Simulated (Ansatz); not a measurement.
The system is Mg.

```
CELL_PARAMETERS angstrom
3.17683 0.00000 0.00000
-1.58841 2.75121 0.00000
0.00000 0.00000 10.31886
ATOMIC_POSITIONS crystal
Mg 0.66667 0.33333 0.75000
Mg 0.00000 0.00000 0.50000
Mg 0.33333 0.66667 0.25000
Mg 0.00000 0.00000 0.00000
```

```yaml
Program: Ansatz 0.2.0
Task: single point
Functional: PBEsol
Potentials_or_basis: all-electron LAPW, scalar-relativistic
Cutoff: 107 eV (chosen from the basis error)
Basis_error_allowed: 0.001 eV/atom
k_mesh: 10 × 10 × 3
Occupations: fermi-dirac, width 0.05 eV
Spin: no spin polarisation
```

On this cell: pressure 0.2 GPa; largest force under 0.003 eV/Å; band gap on the k mesh none (metal or under the smearing width).

The same run follows on a disturbed copy (atoms moved at random, drawn with an rms of 0.05 Å):

```xyz
4
Lattice="3.1768 0.0000 0.0000 -1.5884 2.7512 0.0000 0.0000 0.0000 10.3189" Properties=species:S:1:pos:R:3 pbc="T T T"
Mg    1.5878    0.8958    7.7122
Mg    0.0073   -0.0452    5.1746
Mg   -0.0436    1.8592    2.6427
Mg   -0.0534   -0.0079    0.0037
```

Q: What changes?

A: The energy (extrapolated to zero smearing) moves by +2.3 meV/atom; pressure 0.2 GPa; largest force 0.176 eV/Å; band gap on the k mesh none (metal or under the smearing width).

Forces in eV/Å, atoms in the order of the input:
```
Mg  -0.014 -0.005  0.119
Mg  -0.028  0.037  0.013
Mg   0.019 -0.035 -0.171
Mg   0.023  0.003  0.040
```

Stress tensor (GPa, compression positive):
```
-0.04 -0.07 -0.02
-0.07 -0.19  0.01
-0.02  0.01  0.79
```
